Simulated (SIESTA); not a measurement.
# SnO2 (Cassiterite) (P4_2/mnm) in SIESTA: reference runs, part 2 of 2

SIESTA 5.4.2. Earlier steps stand in the parts before.

## (6) Single point, PBE, 11.68 Å³/atom

Input file SnO2.fdf:

```
SystemName                      Cassiterite
SystemLabel                     SnO2
NumberOfSpecies                 2
NumberOfAtoms                   6
%block ChemicalSpeciesLabel
  1  50 Sn
  2   8 O
%endblock ChemicalSpeciesLabel

LatticeConstant                 1.0 Ang
%block LatticeVectors
     4.7062003841     0.0000000000     0.0000000000
     0.0000000000     4.7062003841     0.0000000000
     0.0000000000     0.0000000000     3.1651134496
%endblock LatticeVectors
AtomicCoordinatesFormat         Fractional
%block AtomicCoordinatesAndAtomicSpecies
     0.5000000000     0.5000000000     0.5000000000  1  Sn
     0.0000000000     0.0000000000     0.0000000000  1  Sn
     0.8071000000     0.1929000000     0.5000000000  2  O
     0.6929000000     0.6929000000     0.0000000000  2  O
     0.1929000000     0.8071000000     0.5000000000  2  O
     0.3071000000     0.3071000000     0.0000000000  2  O
%endblock AtomicCoordinatesAndAtomicSpecies

%block kgrid.MonkhorstPack
    6   0   0  0.0
    0   6   0  0.0
    0   0   8  0.0
%endblock kgrid.MonkhorstPack
XC.Functional                   GGA
XC.Authors                      PBE
PAO.BasisSize                   DZP
PAO.EnergyShift                 0.003 Ry
Mesh.Cutoff                     800 Ry
OccupationFunction              FD
ElectronicTemperature           0.05 eV
MaxSCFIterations                120
SCF.MustConverge                false
SCF.Mixer.Method                Pulay
SCF.Mixer.Weight                0.25
SCF.Mixer.History               8
SCF.DM.Tolerance                5.0e-05
SCF.H.Tolerance                 1.0e-03 eV
WriteForces                     true
Charge.Mulliken                 end
%block PAO.Basis
  Sn 4
  n=5 0 2
    6.432 0.000
  n=5 1 2
    8.686 0.000
  n=4 2 2
    3.759 0.000
  n=5 2 1
    8.686
%endblock PAO.Basis
```

Potentials or basis: PseudoDojo 0.4 standard (PBE files), DZP (energy shift 0.003 Ry; two zetas on semicore shells).

Launch:

```
siesta SnO2.fdf > SnO2.out 2>&1
```

Wall time 2.1 min (1 thread of Intel Xeon 6975P-C (Granite Rapids), shared host); peak memory 0.61 GiB.

It converged, with:

```yaml
Free_energy: -6087.0921 eV
Pressure: 23.2 GPa
Largest_force: 0.387 eV/Å
Band_gap_on_the_k_mesh: 1.25 eV, direct
```

Caveat: spin-orbit coupling is left out, which moves the levels of the heavy elements; the basis of atomic orbitals isn't converged, which shifts pressures, moduli and gaps.

## (7) Single point, PBE, 12.16 Å³/atom

SnO2.fdf: that of step 6 with these lines changed.

```diff
@@ -11,5 +11,5 @@
 %block LatticeVectors
-     4.7062003841     0.0000000000     0.0000000000
-     0.0000000000     4.7062003841     0.0000000000
-     0.0000000000     0.0000000000     3.1651134496
+     4.7693783979     0.0000000000     0.0000000000
+     0.0000000000     4.7693783979     0.0000000000
+     0.0000000000     0.0000000000     3.2076032640
 %endblock LatticeVectors
```

Launch:

```
siesta SnO2.fdf > SnO2.out 2>&1
```

Run time: 2.2 min. Hardware: 1 thread of Intel Xeon 6975P-C (Granite Rapids), shared host; peak memory 0.64 GiB.

The run converged. Its results:

- Free energy: -6087.4115 eV
- Pressure: 13.0 GPa
- Largest force: 0.202 eV/Å
- Band gap on the k mesh: 0.79 eV, direct

Caveat: spin-orbit coupling is left out, which moves the levels of the heavy elements; the basis of atomic orbitals isn't converged, which shifts pressures, moduli and gaps.

## (8) Single point, PBE, 12.40 Å³/atom

SnO2.fdf: that of step 7 with these lines changed.

```diff
@@ -11,5 +11,5 @@
 %block LatticeVectors
-     4.7693783979     0.0000000000     0.0000000000
-     0.0000000000     4.7693783979     0.0000000000
-     0.0000000000     0.0000000000     3.2076032640
+     4.8003492553     0.0000000000     0.0000000000
+     0.0000000000     4.8003492553     0.0000000000
+     0.0000000000     0.0000000000     3.2284324403
 %endblock LatticeVectors
```

Launch:

```
siesta SnO2.fdf > SnO2.out 2>&1
```

It took 2.1 min on 1 thread of Intel Xeon 6975P-C (Granite Rapids), shared host; peak memory 0.63 GiB.

Results (log left out):

```
Free energy            : -6087.5081 eV
Pressure               : 8.7 GPa
Largest force          : 0.120 eV/Å
Band gap on the k mesh : 0.57 eV, direct
```

Caveat: spin-orbit coupling is left out, which moves the levels of the heavy elements; the basis of atomic orbitals isn't converged, which shifts pressures, moduli and gaps.

## (9) Single point, PBE, 12.64 Å³/atom

SnO2.fdf: that of step 8 with these lines changed.

```diff
@@ -11,5 +11,5 @@
 %block LatticeVectors
-     4.8003492553     0.0000000000     0.0000000000
-     0.0000000000     4.8003492553     0.0000000000
-     0.0000000000     0.0000000000     3.2284324403
+     4.8309255526     0.0000000000     0.0000000000
+     0.0000000000     4.8309255526     0.0000000000
+     0.0000000000     0.0000000000     3.2489962586
 %endblock LatticeVectors
```

Potentials or basis: PseudoDojo 0.4 standard (PBE files), DZP (energy shift 0.003 Ry; two zetas on semicore shells).

Launch:

```
siesta < SnO2.fdf > SnO2.out 2>&1
```

Wall time 2.1 min (1 thread of Intel Xeon 6975P-C (Granite Rapids), shared host); peak memory 0.63 GiB.

The run converged. Its results:

```
Free energy            : -6087.5679 eV
Pressure               : 4.8 GPa
Largest force          : 0.045 eV/Å
Band gap on the k mesh : 0.37 eV, direct
```

Caveat: spin-orbit coupling is left out, which moves the levels of the heavy elements; the basis of atomic orbitals isn't converged, which shifts pressures, moduli and gaps.

## (10) Equation of state, PBE

This step only gathers the single runs of the series.

What came out:

| Property | Result |
| --- | --- |
| Equilibrium volume | 12.97 Å³/atom (rough: see the caveat) |
| Bulk modulus at fixed shape and positions | 174 GPa (rough) |

Energy against volume, from the lowest point:
```csv
volume (Å³/atom),energy (meV/atom)
11.207,166.31
11.445,118.18
11.684,79.30
11.922,48.84
12.161,26.07
12.399,9.98
12.637,0.00
```

Caveat: the minimum lies outside the volumes run; the cell was scaled at fixed shape and fractional positions, which overstates the stiffness of a crystal with free parameters, most of all of layers and chains; the basis of atomic orbitals isn't converged, which shifts pressures, moduli and gaps.

## (11) Overview

| task | cell | gap on the mesh (eV) | pressure (GPa) | largest force (eV/Å) |
| --- | --- | --- | --- | --- |
| single point | as given | 1.02 | 17.8 | 0.29 |
| single point | atoms moved at random, drawn with an rms of 0.05 Å | 0.90 | 17.8 | 1.92 |
| equation of state | as given | - | - | - |

Alike in all rows: level PBE; potentials or basis PseudoDojo 0.4 standard (PBE files), DZP (energy shift 0.003 Ry; two zetas on semicore shells); no spin polarisation; k mesh 6 × 6 × 8; smearing fermi-dirac 0.05 eV; grid cutoff 800 Ry; energy shift 0.003 Ry.

Caveats: the basis of atomic orbitals isn't converged, which shifts pressures, moduli and gaps; spin-orbit coupling is left out, which moves the levels of the heavy elements (some runs); so large a pressure means that the cell lies far from this level's equilibrium, or that cutoff or potentials fall short (some runs); the minimum lies outside the volumes run (some runs); the cell was scaled at fixed shape and fractional positions, which overstates the stiffness of a crystal with free parameters, most of all of layers and chains (some runs).

Absolute energies hang on the potentials; compare differences alone.
